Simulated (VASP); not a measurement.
Write the native input for VASP 6.6.1 that does the following.

```yaml
Task: density of states
Functional: r2SCAN
Potentials_or_basis: VASP PAW PBE potentials, release 64 (Fe)
Cutoff: 520 eV
k_mesh: 18 × 18 × 18
Occupations: tetrahedron
Spin: collinear spin, ferromagnetic start
Starting_moments: "[2.5] μB"
Further_INCAR_settings: ALGO = Normal; EDIFF = 1e-06; AMIX = 0.2; BMIX = 0.0001
```

The structure of Fe lies in POSCAR:

```
Fe                                      
1.0
   -1.4301361076      1.4301361076      1.4301361076
    1.4301361076     -1.4301361076      1.4301361076
    1.4301361076      1.4301361076     -1.4301361076
  Fe            
     1
Direct
     0.0000000000000000    0.0000000000000000    0.0000000000000000
```

These files were run (other wordings do the same):

INCAR

```
SYSTEM = Fe
PREC = Accurate
ENCUT = 520
EDIFF = 1E-6
ISMEAR = -5
SIGMA = 0.1
LREAL = .False.
LASPH = .True.
NELM = 150
ALGO = Normal
ISIF = 2
LWAVE = .False.
LCHARG = .False.
ISPIN = 2
MAGMOM = 2.5
LORBIT = 11
LMAXMIX = 4
METAGGA = R2SCAN
LMIXTAU = .True.
AMIX = 0.2
BMIX = 1E-4
AMIX_MAG = 0.8
BMIX_MAG = 1E-4
NEDOS = 1001
```

KPOINTS

```
regular mesh
0
Gamma
  18 18 18
  0 0 0
```

Potentials or basis: VASP PAW PBE potentials, release 64 (Fe).

Run with:

```sh
$ cat potpaw_PBE.64/Fe/POTCAR > POTCAR
$ mpirun -np 1 vasp_std > vasp.out
```

It gave:

```yaml
Pressure: 0.2 GPa
Band_gap_on_the_k_mesh: none (metal or under the smearing width)
Net_moment: 2.62 μB per cell
Site_moments: Fe +2.69 μB
Valence_electrons_inside_the_program's_atomic_spheres: Fe 7.21
```

Caveat: the PAW data sets were made with another functional, which shifts forces and pressure a little; tetrahedron occupations give inexact forces and stress in metals.

It took 100 s on 1 thread of Intel(R) Xeon(R) Platinum 8559C (Emerald Rapids), on a shared host, peak memory 0.17 GiB.
